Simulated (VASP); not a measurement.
A run of VASP 6.6.1 is set up as follows.

Contents of INCAR:

```
PREC = Accurate
ENCUT = 520
EDIFF = 1E-6
ISMEAR = 0
SIGMA = 0.15
LREAL = F
LASPH = T
NELM = 100
ALGO = Normal
ISIF = 2
LWAVE = F
LCHARG = F
GGA = PE
NBANDS = 12
```

The input KPOINTS:

```
regular mesh
0
Gamma
  24 24 24
```

The input POSCAR:

```
Zn
1.0
   -1.5690370000      1.5690370000      1.5690370000
    1.5690370000     -1.5690370000      1.5690370000
    1.5690370000      1.5690370000     -1.5690370000
Zn
1
Direct
    0.0000000000      0.0000000000      0.0000000000
```

Potentials or basis: VASP PAW PBE potentials, release 64 (Zn).

Launch:

```sh
$ cat potpaw_PBE.64/Zn/POTCAR > POTCAR
$ mpirun -np 1 vasp_std > vasp.out
```

Problem. Predict the band gap on the k mesh.

Solution. None (metal or under the smearing width).

Problem. Predict the pressure.

Solution. 0.0 GPa.
